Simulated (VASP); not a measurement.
**Ta under changes of volume**

One of the cells (17.827 Å³/atom); the others are scaled copies at fixed shape and fractional positions:

```
Ta
1.0
    -1.64566    1.64566    1.64566
     1.64566   -1.64566    1.64566
     1.64566    1.64566   -1.64566
Ta
1
Direct
  0.00000 0.00000 0.00000
```

```yaml
Program: VASP 6.6.1
Functional: PBEsol
Potentials_or_basis: VASP PAW PBE potentials, release 64 (Ta_pv)
Cutoff: 520 eV
k_mesh: 10 × 10 × 10
Occupations: fermi-dirac, width 0.05 eV
Spin: no spin polarisation
```

```tsv
volume (Å³/atom)	energy over the lowest point (meV/atom)	pressure (GPa)
17.114	21.19	9.4
17.471	5.33	4.5
17.827	0.00	0.0
18.184	4.21	-4.1
18.540	?	?
```

Question: What does the run at 18.540 Å³/atom give?

Answer: Energy over the lowest point 17.17 meV/atom; pressure -7.9 GPa.

Worked out: A Birch-Murnaghan fit of order 2 (a polynomial in V^(-2/3)) to the other rows has its minimum at 17.84 Å³/atom with B0 = V·E''(V) = 213 GPa. It gives 17.00 meV/atom at 18.540 Å³/atom, against the run's 17.17, and -dE/dV = -7.6 GPa, against -7.9.

Energies are extrapolated to zero smearing.

Caveats: the PAW data sets were made with another functional, which shifts forces and pressure a little.
